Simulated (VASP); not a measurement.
Wanted: the native input for a VASP 6.6.1 run.

- Task: relaxation of cell and atoms
- Functional: PBE
- Potentials or basis: VASP PAW PBE potentials, release 64 (Ga_d, O)
- Cutoff: 600 eV
- k mesh: 8 × 8 × 7
- Occupations: gaussian, width 0.05 eV
- Spin: no spin polarisation
- Further INCAR settings: ALGO = Normal; EDIFF = 1e-06; IBRION = 2; EDIFFG = -0.02; NSW = 40; ISIF = 3

The structure of Ga2O lies in POSCAR:

```
Ga2O
1.0
    3.7526843800      0.0000000000      0.0000000000
   -1.8763421900      3.2499200000      0.0000000000
    0.0000000000      0.0000000000      3.7370520900
Ga O
2 1
Direct
    0.6666666700      0.3333333300      0.5000000000
    0.3333333300      0.6666666700      0.5000000000
    0.0000000000      0.0000000000      0.0000000000
```

The cell was built by a generator and needn't be a form met in nature.

These files were run (other wordings do the same):

INCAR

```
SYSTEM = Ga2O
ALGO = Normal
EDIFF = 1E-6
EDIFFG = -0.02
ENCUT = 600
GGA = PE
IBRION = 2
ISIF = 3
ISMEAR = 0
LASPH = .True.
LCHARG = .False.
LREAL = .False.
LWAVE = .False.
NELM = 100
NSW = 40
PREC = Accurate
SIGMA = 0.05
```

KPOINTS

```
k-points
0
Gamma
  8 8 7
  0 0 0
```

Potentials or basis: VASP PAW PBE potentials, release 64 (Ga_d, O).

Launch:

```sh
$ cat potpaw_PBE.64/Ga_d/POTCAR potpaw_PBE.64/O/POTCAR > POTCAR
$ mpirun -np 1 vasp_std > vasp.out
```

It gave:

| Item | Value |
| --- | --- |
| Relaxed volume | 15.83 Å³/atom |
| Relaxed cell | a = 4.237 Å, b = 4.237 Å, c = 3.055 Å, α = 90.00°, β = 90.00°, γ = 120.00° |
| Space group after relaxing (to 0.05 Å) | P6/mmm (No. 191) |
| Energy gained by relaxing | 449.9 meV/atom |
| Ionic steps | 9 |
| Pressure after relaxing | 0.0 GPa |
| Band gap on the k mesh | none (metal or under the smearing width) |

Run time: 2.2 min on 1 thread of Intel(R) Xeon(R) 6975P-C (Granite Rapids), with other jobs on the host, peak memory 0.19 GiB.
